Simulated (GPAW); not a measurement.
Crystal: C.

```
C
1.0
     0.00000    1.78337    1.78337
     1.78337    0.00000    1.78337
     1.78337    1.78337    0.00000
C
2
Direct
  0.75000 0.75000 0.75000
  0.50000 0.50000 0.50000
```

This isn't the form of C at room conditions, which is graphite.

Base run:

- Program: GPAW 26.7.0
- Functional: WC
- Potentials or basis: PAW data sets generated in the run's folder for this functional
- Cutoff: 800 eV
- Basis: pw
- k mesh: 10 × 10 × 10
- Occupations: fermi-dirac, width 0.05 eV
- Spin: no spin polarisation

Its results: band gap on the k mesh 4.08 eV, indirect (least direct gap 5.57 eV); pressure -5.1 GPa.

Q: The run is repeated on the same cell with these changes: functional from WC to PBEint; band points from 60 to 80. What comes out?

A: Band gap on the k mesh 4.00 eV, indirect (least direct gap 5.54 eV); pressure -2.3 GPa.

A k mesh can miss the band edges.
